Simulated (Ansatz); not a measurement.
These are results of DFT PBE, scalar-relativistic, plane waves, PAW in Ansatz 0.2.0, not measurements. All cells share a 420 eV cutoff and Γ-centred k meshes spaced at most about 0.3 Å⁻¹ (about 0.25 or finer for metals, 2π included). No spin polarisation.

Each guess is relaxed in cell and atoms at zero pressure, on a coarse mesh first where it starts far from rest and then on a converged one. The steps can't lower the symmetry of the start, but it can rise. Energies are static (0 K, no zero-point motion).

Two unrelaxed guesses for InSb₅:

A.

```
In Sb
1.0
     6.45831    0.00000    0.00000
    -3.22916    5.59306    0.00000
     0.00000    0.00000    5.31528
In Sb
1 5
Direct
  0.00000 0.00000 0.00000
  0.00000 0.50000 0.50000
  0.50000 0.50000 0.50000
  0.33333 0.66667 0.00000
  0.50000 0.00000 0.50000
  0.66667 0.33333 0.00000
```

B.

```
In Sb
1.0
     3.53250    0.00000    0.00000
     0.00000    3.53250    0.00000
     0.00000    0.00000   14.96354
In Sb
1 5
Direct
  0.50000 0.50000 0.00000
  0.50000 0.50000 0.33448
  0.50000 0.50000 0.66552
  0.00000 0.00000 0.17599
  0.00000 0.00000 0.82401
  0.00000 0.00000 0.50000
```

Problem. Which guess leads to the lower structure, and by how much?

Solution. B ends lower, by 47 meV/atom. A: P6/mmm at 32.0 Å³/atom → P6/mmm (CaCu5 type) at 31.2 Å³/atom; B: P4/mmm at 31.1 Å³/atom → P4/mmm at 28.3 Å³/atom. Counting Sb atoms around In (those within 1.25 times the shortest such distance or 1.15 times the sum of covalent radii, 1.27 where that leaves under three; a plus sign parts nearer from farther groups; the shortest distance is added where it exceeds 1.18 times the sum of covalent radii), the end of A has In 6+12 from 3.6 Å and the end of B has In 8 from 3.6 Å. End of A. Conventional cell: a = 6.211 Å, c = 5.612 Å. Around In lie 6 Sb at 3.59 Å and 12 Sb at 4.19 Å; Sb on a site of symmetry mmm is surrounded by 4 Sb at 3.11 Å and 4 Sb at 3.33 Å; Sb on a site of symmetry -6m2 is surrounded by 6 Sb at 3.33 Å, 3 In at 3.59 Å and 3 Sb at 3.59 Å. End of B. Conventional cell: a = 3.162 Å, c = 16.966 Å. Around In lie 4 In at 3.16 Å and 8 Sb at 3.58 Å; around Sb on a site of symmetry 4mm lie 4 Sb at 3.16 Å, 4 Sb at 3.49 Å and 4 Sb at 3.75 Å; Sb on a second site of symmetry 4mm is surrounded by 4 Sb at 3.16 Å, 4 In at 3.58 Å and 4 Sb at 3.75 Å; 1 more site not described.

Ends held by symmetry can be saddle points. Even the lowest of the cells shown lies +0.24 eV/atom against the elements. No dispersion correction is applied, so the spacing and binding between layers, chains or molecules are poorly described (P4/mmm), and this can change margins and order among such cells. These runs have no spin–orbit coupling, which can matter for Sb. Some structure types and database cells were kept out of the candidates from the start, so a known form may be missing.
